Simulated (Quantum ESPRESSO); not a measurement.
Set up this calculation in Quantum ESPRESSO 7.5, as the native input.

| Item | Value |
| --- | --- |
| Task | band structure |
| Functional | PBE |
| Potentials or basis | PseudoDojo 0.4 FR PBE standard |
| Cutoff | 1143 eV |
| Density cutoff | 4572 eV |
| k mesh | 8 × 8 × 8 |
| Occupations | fermi-dirac, width 0.05 eV |
| Spin | spin-orbit coupling, no magnetisation |
| Mixing beta | 0.5 |
| Most SCF iterations | 120 |
| SCF threshold | 4e-10 Ry |

InAs:

```xyz
2
Lattice="0.0000 3.0180 3.0180 3.0180 0.0000 3.0180 3.0180 3.0180 0.0000" Properties=species:S:1:pos:R:3 pbc="T T T"
In    0.0000    0.0000    0.0000
As    4.5270    4.5270    4.5270
```

These files were run (other wordings do the same):

pw.in

```
&CONTROL
  calculation = 'scf'
  prefix = 'pwscf'
  outdir = './tmp'
  pseudo_dir = './pseudo'
  tprnfor = .true.
  tstress = .true.
  disk_io = 'low'
/
&SYSTEM
  ibrav = 0
  nat = 2
  ntyp = 2
  ecutwfc = 84
  nbnd = 42
  occupations = 'smearing'
  smearing = 'fd'
  degauss = 0.00367493
  noncolin = .true.
  lspinorb = .true.
/
&ELECTRONS
  conv_thr = 4d-10
  electron_maxstep = 120
  mixing_beta = 0.5
/
ATOMIC_SPECIES
In   114.8180 In.upf
As    74.9216 As.upf
CELL_PARAMETERS angstrom
   0.0000000000    3.0180000000    3.0180000000
   3.0180000000    0.0000000000    3.0180000000
   3.0180000000    3.0180000000    0.0000000000
ATOMIC_POSITIONS angstrom
In     0.0000000000    0.0000000000    0.0000000000
As     4.5270000000    4.5270000000    4.5270000000
K_POINTS automatic
8 8 8 0 0 0
```

bands.in

```
&CONTROL
  calculation = 'bands'
  prefix = 'pwscf'
  outdir = './tmp'
  pseudo_dir = './pseudo'
  disk_io = 'low'
  verbosity = 'high'
/
&SYSTEM
  ibrav = 0
  nat = 2
  ntyp = 2
  ecutwfc = 84
  nbnd = 42
  occupations = 'smearing'
  smearing = 'fd'
  degauss = 0.00367493
  noncolin = .true.
  lspinorb = .true.
/
&ELECTRONS
  conv_thr = 1d-08
  electron_maxstep = 120
  mixing_beta = 0.5
  diago_full_acc = .true.
  startingwfc = 'random'
/
ATOMIC_SPECIES
In   114.8180 In.upf
As    74.9216 As.upf
CELL_PARAMETERS angstrom
   0.0000000000    3.0180000000    3.0180000000
   3.0180000000    0.0000000000    3.0180000000
   3.0180000000    3.0180000000    0.0000000000
ATOMIC_POSITIONS angstrom
In     0.0000000000    0.0000000000    0.0000000000
As     4.5270000000    4.5270000000    4.5270000000
K_POINTS crystal
60
 0.0000000000  0.0000000000  0.0000000000 1
 0.0625000000  0.0000000000  0.0625000000 1
 0.1250000000  0.0000000000  0.1250000000 1
 0.1875000000  0.0000000000  0.1875000000 1
 0.2500000000  0.0000000000  0.2500000000 1
 0.3125000000  0.0000000000  0.3125000000 1
 0.3750000000  0.0000000000  0.3750000000 1
 0.4375000000  0.0000000000  0.4375000000 1
 0.5000000000  0.0000000000  0.5000000000 1
 0.5000000000  0.0625000000  0.5625000000 1
 0.5000000000  0.1250000000  0.6250000000 1
 0.5000000000  0.1875000000  0.6875000000 1
 0.5000000000  0.2500000000  0.7500000000 1
 0.4375000000  0.3125000000  0.7500000000 1
 0.3750000000  0.3750000000  0.7500000000 1
 0.3375000000  0.3375000000  0.6750000000 1
 0.3000000000  0.3000000000  0.6000000000 1
 0.2625000000  0.2625000000  0.5250000000 1
 0.2250000000  0.2250000000  0.4500000000 1
 0.1875000000  0.1875000000  0.3750000000 1
 0.1500000000  0.1500000000  0.3000000000 1
 0.1125000000  0.1125000000  0.2250000000 1
 0.0750000000  0.0750000000  0.1500000000 1
 0.0375000000  0.0375000000  0.0750000000 1
 0.0000000000  0.0000000000  0.0000000000 1
 0.0625000000  0.0625000000  0.0625000000 1
 0.1250000000  0.1250000000  0.1250000000 1
 0.1875000000  0.1875000000  0.1875000000 1
 0.2500000000  0.2500000000  0.2500000000 1
 0.3125000000  0.3125000000  0.3125000000 1
 0.3750000000  0.3750000000  0.3750000000 1
 0.4375000000  0.4375000000  0.4375000000 1
 0.5000000000  0.5000000000  0.5000000000 1
 0.5250000000  0.4500000000  0.5250000000 1
 0.5500000000  0.4000000000  0.5500000000 1
 0.5750000000  0.3500000000  0.5750000000 1
 0.6000000000  0.3000000000  0.6000000000 1
 0.6250000000  0.2500000000  0.6250000000 1
 0.5833333333  0.2500000000  0.6666666667 1
 0.5416666667  0.2500000000  0.7083333333 1
 0.5000000000  0.2500000000  0.7500000000 1
 0.5000000000  0.2857142857  0.7142857143 1
 0.5000000000  0.3214285714  0.6785714286 1
 0.5000000000  0.3571428571  0.6428571429 1
 0.5000000000  0.3928571429  0.6071428571 1
 0.5000000000  0.4285714286  0.5714285714 1
 0.5000000000  0.4642857143  0.5357142857 1
 0.5000000000  0.5000000000  0.5000000000 1
 0.4821428571  0.4821428571  0.5357142857 1
 0.4642857143  0.4642857143  0.5714285714 1
 0.4464285714  0.4464285714  0.6071428571 1
 0.4285714286  0.4285714286  0.6428571429 1
 0.4107142857  0.4107142857  0.6785714286 1
 0.3928571429  0.3928571429  0.7142857143 1
 0.3750000000  0.3750000000  0.7500000000 1
 0.6250000000  0.2500000000  0.6250000000 1
 0.5937500000  0.1875000000  0.5937500000 1
 0.5625000000  0.1250000000  0.5625000000 1
 0.5312500000  0.0625000000  0.5312500000 1
 0.5000000000  0.0000000000  0.5000000000 1
```

Potentials or basis: PseudoDojo 0.4 FR PBE standard.

Command:

```sh
$ OMP_NUM_THREADS=1 pw.x -in pw.in > pw.out
$ OMP_NUM_THREADS=1 pw.x -in bands.in > bands.out
```

It gave:

| Item | Value |
| --- | --- |
| Pressure | 4.4 GPa |
| Band gap on the k mesh | none (metal or under the smearing width) |

Run time: 7.3 min on 1 thread of AMD EPYC 9B14 (Zen 4), on a shared host, peak memory 0.44 GiB.
